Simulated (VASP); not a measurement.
# KI in VASP: notebook, part 2 of 2

VASP 6.6.1. Earlier steps stand in the parts before.

## Step 6: Single point, PBE (shear xy strain +1.7%)

INCAR

```
ALGO = Normal
EDIFF = 1E-7
ENCUT = 520
GGA = PE
ISIF = 2
ISMEAR = -1
LASPH = T
LCHARG = T
LELF = T
LREAL = F
LVHAR = T
LWAVE = F
NBANDS = 15
NELM = 80
PREC = Accurate
SIGMA = 0.02
```

KPOINTS

```
k-points
0
Gamma
  6 6 6
```

POSCAR

```
KI
1.0
    0.0299515839      3.5445661365      3.5445661365
    3.5445661365      0.0299515839      3.5445661365
    3.5745177203      3.5745177203     -0.0000000001
K I
1 1
Direct
    0.0000000000      0.0000000000      0.0000000000
    0.5000000000      0.5000000000      0.5000000000
```

Potentials or basis: VASP PAW PBE potentials, release 64 (K_sv, I).

Launch:

```
$ cat potpaw_PBE.64/K_sv/POTCAR potpaw_PBE.64/I/POTCAR > POTCAR
$ mpirun -np 1 vasp_std > vasp.out
```

OUTCAR:

```text
EDIFF = 1E-7
   ENCUT = 520
   GGA = PE
   ISIF = 2
   ISMEAR = -1
   LASPH = T
   LREAL = F
   NELM = 80
   PREC = Accurate

 ion  position               nearest neighbor table
   1  0.000  0.000  0.000-   2 3.54   2 3.54   2 3.54   2 3.54   2 3.54   2 3.54
   2  0.500  0.500  0.500-   1 3.54   1 3.54   1 3.54   1 3.54   1 3.54   1 3.54

  LATTYP: Found a body centered orthorhombic cell.
 ALAT       =     4.9704155668
 B/A-ratio  =     1.0170440220
 C/A-ratio  =     1.4262655059

  Lattice vectors:

 A1 = (   3.5445661364,   0.0299515838,  -3.5445661366)
 A2 = (  -3.5445661365,  -0.0299515839,  -3.5445661365)
 A3 = (   0.0299515839,   3.5445661365,   3.5445661365)

Analysis of symmetry for initial positions (statically):
=====================================================================
 Subroutine PRICEL returns:
 Original cell was already a primitive cell.

 Routine SETGRP: Setting up the symmetry group for a
 body centered orthorhombic supercell.

 Subroutine GETGRP returns: Found  8 space group operations
 (whereof  8 operations were pure point group operations)
 out of a pool of  8 trial point group operations.

The static configuration has the point symmetry D_2h.

Analysis of symmetry for dynamics (positions and initial velocities):
=====================================================================
 Subroutine PRICEL returns:
 Original cell was already a primitive cell.

 Routine SETGRP: Setting up the symmetry group for a
 body centered orthorhombic supercell.

 Subroutine GETGRP returns: Found  8 space group operations
 (whereof  8 operations were pure point group operations)
 out of a pool of  8 trial point group operations.

The dynamic configuration has the point symmetry D_2h.

 Subroutine INISYM returns: Found  8 space group operations
 (whereof  8 operations are pure point group operations),
 and found     1 'primitive' translations

----------------------------------------------------------------------------------------

                                     Primitive cell

  volume of cell :      89.0611

  direct lattice vectors                    reciprocal lattice vectors
     0.029951584  3.544566136  3.544566136    -0.142263111  0.142263111  0.141060988
     3.544566136  0.029951584  3.544566136     0.142263111 -0.142263111  0.141060988
     3.574517720  3.574517720 -0.000000000     0.139879010  0.139879010 -0.141060988

  length of vectors
     5.012862983  5.012862983  5.055131439     0.245714850  0.245714850  0.242961884

  position of ions in fractional coordinates (direct lattice)
     0.000000000  0.000000000  0.000000000
     0.500000000  0.500000000  0.500000000

  ion indices of the primitive-cell ions
   primitive index   ion index
                 1           1
                 2           2

----------------------------------------------------------------------------------------

 KPOINTS: k-points

Automatic generation of k-mesh.
 Grid dimensions read from file:
 generate k-points for:    6    6    6

 Generating k-lattice:

  Cartesian coordinates                     Fractional coordinates (reciprocal lattice)
    -0.023710518  0.023710518  0.023510165     0.166666667  0.000000000 -0.000000000
     0.023710518 -0.023710518  0.023510165     0.000000000  0.166666667 -0.000000000
     0.023313168  0.023313168 -0.023510165     0.000000000  0.000000000  0.166666667

  Length of vectors
     0.040952475  0.040952475  0.040493647

  Shift w.r.t. Gamma in fractional coordinates (k-lattice)
     0.000000000  0.000000000  0.000000000

 Subroutine IBZKPT returns following result:
 ===========================================

 Found     46 irreducible k-points:

 Following reciprocal coordinates:
            Coordinates               Weight
  0.000000  0.000000  0.000000      1.000000
  0.166667 -0.000000  0.000000      4.000000
  0.333333 -0.000000 -0.000000      4.000000
  0.500000 -0.000000  0.000000      2.000000
  0.166667  0.166667  0.000000      2.000000
  0.333333  0.166667  0.000000      4.000000
[... 16 lines left out ...]
 -0.166667  0.333333  0.166667      4.000000
  0.500000  0.500000  0.166667      4.000000
 [... further k-points ...]
   k-points           NKPTS =     46   k-points in BZ     NKDIM =     46   number of bands    NBANDS=     15
   number of dos      NEDOS =    301   number of ions     NIONS =      2
   total plane-waves  NPLWV =  64000
   dimension x,y,z NGX =    40 NGY =   40 NGZ =   40
   dimension x,y,z NGXF=    80 NGYF=   80 NGZF=   80
   ions per type =               1   1
   NGX,Y,Z   is equivalent  to a cutoff of  13.27, 13.27, 13.15 a.u.
   NGXF,Y,Z  is equivalent  to a cutoff of  26.53, 26.53, 26.31 a.u.
 SYSTEM =  unknown system
   PREC   = accura    normal or accurate (medium, high low for compatibility)
   ISTART =      0    job   : 0-new  1-cont  2-samecut
   ICHARG =      2    charge: 1-file 2-atom 10-const
   ISPIN  =      1    spin polarized calculation?
   LNONCOLLINEAR =      F non collinear calculations
   LSORBIT =      F    spin-orbit coupling
   LASPH  =      T    aspherical Exc in radial PAW
   ENCUT  =  520.0 eV  38.22 Ry    6.18 a.u.   9.32  9.32  9.40*2*pi/ulx,y,z
   NELM   =     80;   NELMIN=  2; NELMDL= -5     # of ELM steps
   EDIFF  = 0.1E-06   stopping-criterion for ELM
   LREAL  =      F    real-space projection
   EDIFFG = 0.1E-05   stopping-criterion for IOM
   NSW    =      0    number of steps for IOM
   IBRION =     -1    ionic relax: 0-MD 1-quasi-New 2-CG
   NFREE  =      0    steps in history (QN), initial steepest desc. (CG)
   ISIF   =      2    stress and relaxation
   ISYM   =      2    0-nonsym 1-usesym 2-fastsym
   POTIM  = 0.5000    time-step for ionic-motion
   TEBEG  =    0.0;   TEEND  =   0.0 temperature during run
   PSTRESS=    0.0 pullay stress
   NELECT =      16.0000    total number of electrons
   NUPDOWN=      -1.0000    fix difference up-down
   EMIN   =  10.00;   EMAX   =-10.00  energy-range for DOS
   EFERMI =   0.00;   METHOD = LEGACY
   ISMEAR =    -1;   SIGMA  =   0.02  broadening in eV -4-tet -1-fermi 0-gaus
   EFERMI_NEDOS =   21; number of points for ismear=-14 and -15
   IALGO  =     38    algorithm
   IMIX   =      4    mixing-type and parameters
     AMIX     =   0.40;   BMIX     =  1.00
     AMIX_MAG =   1.60;   BMIX_MAG =  1.00
  volume/ion in A,a.u.               =      44.53       300.51
  Fermi-wavevector in a.u.,A,eV,Ry     =   0.923745  1.745625 11.609916  0.853305
  Thomas-Fermi vector in A             =   2.049415
   LORBIT       =      0    0 simple, 1 ext, 2 COOP (PROOUT), +10 PAW based schemes
   GGA     = PE    functional components
   LHFCALC =     F    Hartree Fock is set to
   AEXX    =    0.0000 exact exchange contribution
   IVDW    =     0    specifies the selected vdW correction
   LEPSILON=     F    determine dielectric tensor
   LRPA    =     F    only Hartree local field effects (RPA)
 non-spin polarized calculation
  energy-cutoff  :      520.00
  volume of cell :       89.06
 maximum number of plane-waves:      2419
 NGX is ok and might be reduce to    40
   NGX = 19   NGY = 19   NGZ = 19

 number of electron      15.9999999 magnetization

 Free energy of the ion-electron system (eV)
  ---------------------------------------------------
  ext. energy  EPLUGINS =         0.00000000
  ---------------------------------------------------
  free energy    TOTEN  =        -5.55918154 eV

  energy without entropy =       -5.55918154  energy(sigma->0) =       -5.55918154

 E-fermi :  -0.0422     XC(G=0):  -7.1388

 val. band max:       -0.4442821395   @ k =   0.0000   0.0000   0.0000
 cond. band min:       3.4728061370   @ k =   0.0000   0.0000   0.0000
 fundamental gap:      3.9170882765
 Fermi energy:        -0.0422320546

 k-point     1 :       0.0000    0.0000    0.0000
  band No.  band energies     occupation
      1     -28.9865      2.00000
      2     -12.4739      2.00000
      3     -12.4729      2.00000
      4     -12.4719      2.00000
      5     -10.9534      2.00000
      6      -0.4872      2.00000
      7      -0.4666      2.00000
      8      -0.4443      2.00000
      9       3.4728      0.00000
     10       5.9729      0.00000
     11       6.0350      0.00000
     12       6.0963      0.00000
     13       6.7446      0.00000
     14       6.7463      0.00000
[... 401 lines left out ...]
      2     -12.5309      2.00000
      3     -12.4962      2.00000
      4     -12.4873      2.00000
      5     -10.7818      2.00000
      6      -1.4198      2.00000
      7      -0.9943      2.00000
      8      -0.7895      2.00000
      9       4.8795      0.00000
     10       5.7097      0.00000
     11       7.2430      0.00000
     12       7.7246      0.00000
     13       8.4038      0.00000
     14       8.8322      0.00000
     15       9.2934      0.00000

 [... further k-points ...]
[... 5 lines left out ...]
  --------------------------------------------------------------------------------------
  -------------------------------------------------------------------------------------
  Total        0.2667485      0.2667485      0.2660093     -0.0338302      0.0000000      0.0000000
  in kB        4.7987076      4.7987076      4.7854097     -0.6085932      0.0000000      0.0000000
  external PRESSURE =       4.7942750 kB  Pullay stress =       0.0000000 kB

 VOLUME and BASIS-vectors are now :
 -----------------------------------------------------------------------------
  energy-cutoff  :      520.00
  volume of cell :       89.06
      direct lattice vectors                 reciprocal lattice vectors
     0.029951584  3.544566136  3.544566136    -0.142263111  0.142263111  0.141060988
     3.544566136  0.029951584  3.544566136     0.142263111 -0.142263111  0.141060988
     3.574517720  3.574517720 -0.000000000     0.139879010  0.139879010 -0.141060988

 POSITION                                       TOTAL-FORCE (eV/Angst)
 -----------------------------------------------------------------------------------
      0.00000      0.00000      0.00000        -0.000000     -0.000000      0.000000
      3.57452      3.57452      3.54457         0.000000      0.000000     -0.000000
 -----------------------------------------------------------------------------------
    total drift:                                0.000000     -0.000000     -0.000000

  FREE ENERGIE OF THE ION-ELECTRON SYSTEM (eV)
  ---------------------------------------------------
  free  energy   TOTEN  =        -5.5591815363 eV

  energy  without entropy=       -5.5591815363  energy(sigma->0) =       -5.55918154
```

It took 82 s on 1 thread of AMD EPYC 7R13 (Zen 3), shared host; peak memory 0.23 GiB.

What came out:

```yaml
Free_energy: -5.5592 eV
Pressure: 0.5 GPa
Band_gap_on_the_k_mesh: 3.92 eV, direct
```

Stress tensor (GPa, compression positive):
```
 0.48 -0.06  0.00
-0.06  0.48  0.00
 0.00  0.00  0.48
```

Levels at points of the mesh, in eV from the valence-band top:
```csv
k point,band 5,band 6,band 7,band 8,band 9,band 10,band 11,band 12
"(0.00, 0.00, 0.00)",-10.51,-0.04,-0.02,0.00,3.92,6.42,6.48,6.54
"(0.50, 0.00, 0.00)",-10.24,-1.32,-0.38,-0.35,5.48,7.68,8.04,8.11
"(0.50, 0.50, 0.00)",-10.37,-1.00,-0.41,-0.35,4.93,5.72,8.06,8.66
"(0.00, 0.00, 0.50)",-10.25,-1.32,-0.35,-0.32,5.50,7.63,8.09,8.17
"(0.50, 0.00, 0.50)",-10.37,-1.00,-0.38,-0.38,4.93,5.72,8.06,8.66
```

Caveat: the cell differs from its parent crystal (shear xy strain +1.7%); spin-orbit coupling is left out, which moves the levels of the heavy elements.

## Step 7: Overview

```csv
level,cell,smearing,gap on the mesh (eV),pressure (GPa)
PBE,"a = 5.273 Å, angles 60.0°, 2 atoms",fermi-dirac 0.02 eV,3.62,-0.9
r2SCAN,"a = 5.013 Å, angles 60.0°, 2 atoms",gaussian 0.01 eV,4.58,0.0
PBE,"a = 4.975, b = 4.975, c = 4.910 Å, angles 60.4, 60.4, 59.1°, 2 atoms",fermi-dirac 0.02 eV,4.02,1.0
r2SCAN,"a = 5.273 Å, angles 60.0°, 2 atoms",gaussian 0.01 eV,4.24,-1.3
PBE,"a = 5.013, b = 5.013, c = 5.055 Å, angles 59.7, 59.7, 59.4°, 2 atoms",fermi-dirac 0.02 eV,3.92,0.5
```

Alike in all rows: task single point; potentials or basis VASP PAW PBE potentials, release 64 (K_sv, I); no spin polarisation; k mesh 6 × 6 × 6; cutoff (eV) 520.

Caveats: spin-orbit coupling is left out, which moves the levels of the heavy elements; the PAW data sets were made with another functional, which shifts forces and pressure a little (some runs).

Total energies depend on the potentials used, so only differences within one code and one set of settings carry meaning.

## Step 8: Comparison with measurements

Step 3. A measured gap of KI is 6.32 eV (a printed reference work, monograph); the calculated 4.58 eV misses it by -1.74 eV. Spin-orbit coupling on I is left out. The value is that of r2SCAN, without temperature or zero-point motion.
